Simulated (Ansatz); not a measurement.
SiNi:

```
Ni Si
1.0
     5.17310    0.00000    0.00000
     0.00000    3.33810    0.00000
     0.00000    0.00000    5.60490
Ni Si
4 4
Direct
  0.99221 0.75000 0.81248
  0.50779 0.25000 0.31248
  0.49221 0.75000 0.68752
  0.00779 0.25000 0.18752
  0.67872 0.25000 0.91750
  0.82128 0.75000 0.41750
  0.17872 0.25000 0.58250
  0.32128 0.75000 0.08250
```

```yaml
Program: Ansatz 0.2.0
Task: relaxation of cell and atoms
Functional: PBEsol
Potentials_or_basis: Ansatz PAW
Cutoff: "420 eV (not typed: the program's choice for these potentials)"
k_mesh: 5 × 8 × 5
Occupations: fermi-dirac, width 0.05 eV
Spin: collinear spin, ferromagnetic start
Starting_moments: "[1.0, 1.0, 1.0, 1.0, 0.0, 0.0, 0.0, 0.0] μB"
```

At the start: volume 12.10 Å³/atom.

Question: How do energy, volume and symmetry change on relaxing?

Answer: It ends after 6 steps and the volume is 11.80 Å³/atom (-2.5 %); space group Pnma (No. 62, to 0.05 Å); moment 0.00 μB per cell.

The path:
| step | energy change (eV) | largest force (eV/Å) | volume (Å³) |
| --- | --- | --- | --- |
| 1 | 0.0000 | 0.0821 | 96.79 |
| 2 | -0.0430 | 0.0922 | 95.42 |
| 3 | -0.0560 | 0.0450 | 94.22 |
| 4 | -0.0566 | 0.0166 | 94.36 |
| 5 | -0.0566 | 0.0026 | 94.40 |
| 6 | -0.0560 | 0.0026 | 94.40 |

Final structure:
```yaml
crystal:
  lattice:
    - [5.06731, 0.00000, 0.00000]
    - [0.00000, 3.37983, 0.00000]
    - [0.00000, 0.00000, 5.51170]
  atoms:
    - { symbol: Ni, position: [0.99042, 0.75000, 0.81259] }
    - { symbol: Ni, position: [0.50958, 0.25000, 0.31259] }
    - { symbol: Ni, position: [0.49042, 0.75000, 0.68741] }
    - { symbol: Ni, position: [0.00958, 0.25000, 0.18741] }
    - { symbol: Si, position: [0.67877, 0.25000, 0.91171] }
    - { symbol: Si, position: [0.82123, 0.75000, 0.41171] }
    - { symbol: Si, position: [0.17877, 0.25000, 0.58829] }
    - { symbol: Si, position: [0.32123, 0.75000, 0.08829] }
```

The cell as given is a measured one (12.10 Å³/atom); PBEsol puts the equilibrium volume -2.5 % from it, thermal expansion not counted.

Caveat: the plane-wave basis is chosen anew once the cell has moved, so the energies of steps on either side of that aren't comparable; the PAW data sets come from PBE, with cores solved anew for the run's functional, which leaves a small shift of forces and pressure; the starting moments weren't kept.
